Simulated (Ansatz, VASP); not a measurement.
Two plane-wave programs on Ge5H

```
Ge H
1.0
     4.03029    0.00000    0.00000
    -2.01514    3.49033    0.00000
     0.00000    0.00000   31.14550
Ge H
10 2
Cartesian
  0.0000 0.0000 8.6252
  2.0151 1.1634 9.4156
  2.0151 1.1634 11.8753
  0.0000 2.3269 12.6971
  0.0000 2.3269 15.1622
  4.0303 0.0000 15.9833
  0.0000 0.0000 18.4484
  2.0151 1.1634 19.2703
  2.0151 1.1634 21.7300
  0.0000 2.3269 22.5203
  0.0000 2.3269 24.0773
  0.0000 0.0000 7.0682
```

Alike in both runs: functional PBE; dispersion D3(BJ); k mesh 9 × 9 × 1; occupations gaussian, width 0.03 eV; no spin polarisation.

Ansatz relaxed the structure, and its values are those at the end. VASP's run is a single point on that final structure, the one shown.

|  | VASP | Ansatz |
| --- | --- | --- |
| version | VASP 6.6.1 | Ansatz 0.2.0 |
| potentials or method | VASP PAW PBE potentials, release 64 (Ge_d, H) | scalar-relativistic, plane waves, PAW |
| plane-wave cutoff (eV) | 520 | 420 |
| valence electrons in the cell | 142 | 142 |

VASP gave:

* gap on the k mesh at the Fermi level (eV): 0.29
* least direct gap on the mesh (eV): 0.29
* rms of the force components (eV/Å): 0.009

Question: Estimate Ansatz's values.

Answer: gap on the k mesh at the Fermi level (eV): 0.29; least direct gap on the mesh (eV): 0.29; rms of the force components (eV/Å): 0.001.

Ansatz warned: «structure_snapped_to_symmetry».

Expect the measured gap to be larger: semilocal functionals such as PBE lack the derivative discontinuity.
